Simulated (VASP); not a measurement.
Si2W: electric field gradients with PBE

The system is Si2W.

```
W Si
1.0
    -1.60690    1.60690    3.91495
     1.60690   -1.60690    3.91495
     1.60690    1.60690   -3.91495
W Si
1 2
Direct
  0.00000 0.00000 0.00000
  0.66530 0.66530 0.00000
  0.33470 0.33470 0.00000
```

* Program: VASP 6.6.1
* Task: electric field gradients
* Functional: PBE
* Potentials or basis: VASP PAW PBE potentials, release 64 (W_sv, Si)
* Cutoff: 520 eV
* k mesh: 12 × 12 × 12
* Occupations: gaussian, width 0.02 eV
* Spin: no spin polarisation
* Further INCAR settings: ALGO = Normal; EDIFF = 1e-08

* Pressure: 3.4 GPa
* Largest force: 0.084 eV/Å
* Band gap on the k mesh: none (metal or under the smearing width)

Forces on the atoms (eV/Å):
```
W    0.000  0.000  0.000
Si   0.000  0.000  0.084
Si   0.000  0.000 -0.084
```

Stress tensor (GPa, compression positive):
```
3.19 0.00 0.00
0.00 3.19 0.00
0.00 0.00 3.75
```

Levels at points of the mesh, in eV from the Fermi level:
```csv
k point,band 9,band 10,band 11,band 12,band 13,band 14
"(0.00, 0.00, 0.00)",-2.88,-2.88,0.57,2.71,2.90,3.03
"(0.50, 0.00, 0.00)",-2.84,-2.80,-0.47,2.67,2.75,3.90
"(0.50, 0.50, 0.00)",-5.05,-3.29,-1.80,2.76,2.93,3.10
"(0.50, 0.50, 0.50)",-0.88,-0.88,-0.53,-0.53,0.75,4.47
```

Electric field gradients, principal values (V/Å²):
```csv
atom,Vxx,Vyy,Vzz
1 W,70.971,70.971,-141.942
2 Si,4.687,4.687,-9.373
3 Si,4.687,4.687,-9.373
```

Run time: 55 s on 1 thread of Intel(R) Xeon(R) 6975P-C (Granite Rapids) (shared host), peak memory 0.27 GiB.

The run has no spin-orbit coupling, so splittings on W are missing.
